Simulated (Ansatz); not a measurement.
**ZrS2: equation of state with PBE**

The system is ZrS2.

```xyz
3
Lattice="3.6914 0.0000 0.0000 -1.8457 3.1968 0.0000 0.0000 0.0000 6.0411" Properties=species:S:1:pos:R:3 pbc="T T T"
Zr    0.0000    0.0000    0.0000
S     0.0000    2.1312    1.4372
S     1.8457    1.0656    4.6038
```

The cell is a database's computed one.

```json
{"Program": "Ansatz 0.2.0", "Task": "equation of state", "Functional": "PBE", "Potentials or basis": "all-electron LAPW, scalar-relativistic", "Basis error allowed": "0.001 eV/atom", "k mesh": "8 × 8 × 5", "Occupations": "fermi-dirac, width 0.05 eV", "Spin": "no spin polarisation"}
```

```json
{"Equilibrium volume": "23.90 Å³/atom", "Bulk modulus at fixed shape and positions": "88 GPa", "Pressure derivative of the bulk modulus": "4.1"}
```

Energy against volume, from the lowest point:
| volume (Å³/atom) | energy (meV/atom) |
| --- | --- |
| 22.337 | 31.02 |
| 22.813 | 14.38 |
| 23.288 | 4.25 |
| 23.763 | 0.00 |
| 24.238 | 1.08 |
| 24.714 | 6.96 |
| 25.189 | 17.20 |

All runs of the series together: 2.3 min on 2 threads of Intel(R) Xeon(R) Processor @ 2.50GHz (Skylake/Cascade Lake) (shared host).

Caveat: the cell was scaled at fixed shape and fractional positions, which overstates the stiffness of a crystal with free parameters, most of all of layers and chains; this functional lacks dispersion, which binds the layers, so the pressure and a relaxed spacing across them are unreliable.
